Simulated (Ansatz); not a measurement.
Runs of Ansatz 0.2.0 on Ge. It takes space group Fd-3m (No. 227, cubic). The conventional cell has a = 5.658 Å, b = 5.658 Å, c = 5.658 Å, α = 90.00°, β = 90.00°, γ = 90.00°. Ge (site symmetry -43m) is surrounded by 4 Ge at 2.45 Å. 

| task | level | spin | cell | cutoff (eV) | points for each segment of the path | gap on the mesh (eV) | pressure (GPa) | V0 of scaled cells (Å³/atom) | B0 (GPa) |
| --- | --- | --- | --- | --- | --- | --- | --- | --- | --- |
| band structure | PBEsol | SOC, no magnetisation | as given | 420 | 14 | none | 0.7 | - | - |
| band structure | LDA | off | as given | 420 | 14 | none | -1.3 | - | - |
| equation of state | r2SCAN | SOC, no magnetisation | as given | 500 | - | - | - | 22.83 | 70 |
| relaxation of cell and atoms | r2SCAN | off | relaxed | 500 | - | (b) | 0.0 | - | - |
| band structure | exchange-only PBE | off | as given | 420 | 14 | none | 13.5 | - | - |
| equation of state | revPBE+D4 | off | as given | 420 | - | - | - | (a) | 65 |

Alike in all rows: potentials or basis Ansatz PAW; k mesh 8 × 8 × 8; smearing fermi-dirac 0.05 eV.

Fill in the values left out.

(a) 22.93; (b) 0.36.

Caveats: the PAW data sets come from PBE, with cores solved anew for the run's functional, which leaves a small shift of forces and pressure (some runs); this crystal is a semiconductor, whose small gap the functional closes, so the metal is an error of the method (some runs); the PAW data sets were made with another functional, which shifts forces and pressure a little (some runs); the plane-wave basis is chosen anew once the cell has moved, so the energies of steps on either side of that aren't comparable (some runs); the potentials were made for another functional, which shifts forces and pressure (some runs).

A k mesh can miss the band edges, and rows without SOC leave out spin-orbit coupling on Ge.

A gap of «none» marks a metal or a gap under the smearing width.

Runs at the PBE level aren't shown here.
